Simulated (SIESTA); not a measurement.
Runs of SIESTA 5.4.2 on NiO. The structure is cubic, space group Fm-3m (No. 225). The conventional cell has a = 4.172 Å, b = 4.172 Å, c = 4.172 Å, α = 90.00°, β = 90.00°, γ = 90.00°. Ni (site symmetry m-3m) is surrounded by 6 O at 2.09 Å. O (site symmetry m-3m) has 6 Ni at 2.09 Å as nearest neighbours. 

| potentials or basis | gap on the mesh (eV) | pressure (GPa) | moment (μB) |
| --- | --- | --- | --- |
| PseudoDojo 0.5 standard (PBE files), DZP (energy shift 0.003 Ry; two zetas on semicore shells) | none | -1.0 | 0.00 |
| PseudoDojo 0.4 stringent (PBE files), DZP (energy shift 0.003 Ry; two zetas on semicore shells) | none | (a) | 1.82 |
| PseudoDojo 0.4 standard (PBE files), DZP (energy shift 0.003 Ry; two zetas on semicore shells) | none | -1.0 | 0.00 |
| Ansatz (PBE files), DZP (energy shift 0.003 Ry; two zetas on semicore shells) | none | 8.4 | 1.84 |
| SPMS 1.0 (PBE files) or PseudoDojo by element, DZP (energy shift 0.003 Ry; two zetas on semicore shells) | none | 0.0 | (b) |

Alike in all rows: task band structure; level PBE; spin collinear, ferromagnetic start; cell as given; k mesh 8 × 8 × 8; smearing fermi-dirac 0.05 eV; grid cutoff 800 Ry; energy shift 0.003 Ry.

Q: Fill in the values left out.

A: (a) 7.7; (b) 1.16.

Caveats: short orbitals over semicore shells can move pressures by several GPa; the basis of atomic orbitals isn't converged, which shifts pressures, moduli and gaps; semilocal functionals often make such compounds metallic where correlation or magnetic order opens a gap, which also shifts bond lengths; a cell with one magnetic atom can't hold antiferromagnetic order, which such compounds often take (some runs); the valence orbitals were made in a potential fitted to the semicore shell under them, which widens gaps by tenths of an eV or more (some runs).

A gap of «none» marks a metal or a gap under the smearing width.
